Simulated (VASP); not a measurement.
Crystal: NaI.

```xyz
2
Lattice="0.0000 3.2364 3.2364 3.2364 0.0000 3.2364 3.2364 3.2364 0.0000" Properties=species:S:1:pos:R:3 pbc="T T T"
Na    0.0000    0.0000    0.0000
I     3.2364    3.2364    3.2364
```

| Property | Result |
| --- | --- |
| Program | VASP 6.6.1 |
| Task | relaxation of cell and atoms |
| Functional | PBE |
| Dispersion | D3(BJ) |
| Potentials or basis | VASP PAW PBE potentials, release 64 (Na_pv, I) |
| Cutoff | 600 eV |
| k mesh | 8 × 8 × 8 |
| Occupations | gaussian, width 0.03 eV |
| Spin | no spin polarisation |

At the start: pressure -0.9 GPa; volume 33.90 Å³/atom.

Q: How do energy, volume and symmetry change on relaxing?

A: Over 3 steps the energy falls by 5.0 meV/atom and the volume is 32.21 Å³/atom (-5.0 %); space group Fm-3m (No. 225, to 0.05 Å).

The path:
```
step  energy change (eV)  largest force (eV/Å)  pressure (GPa)  volume (Å³)
   1              0.0000                0.0000           -0.86        67.80
   2             -0.0075                0.0000           -0.47        66.02
   3             -0.0099                0.0000            0.03        64.42
```

Final structure:
```yaml
crystal:
  lattice:
    - [0.00000, 3.18172, 3.18172]
    - [3.18172, 0.00000, 3.18172]
    - [3.18172, 3.18172, 0.00000]
  atoms:
    - { symbol: Na, position: [0.00000, 0.00000, 0.00000] }
    - { symbol: I, position: [0.50000, 0.50000, 0.50000] }
```
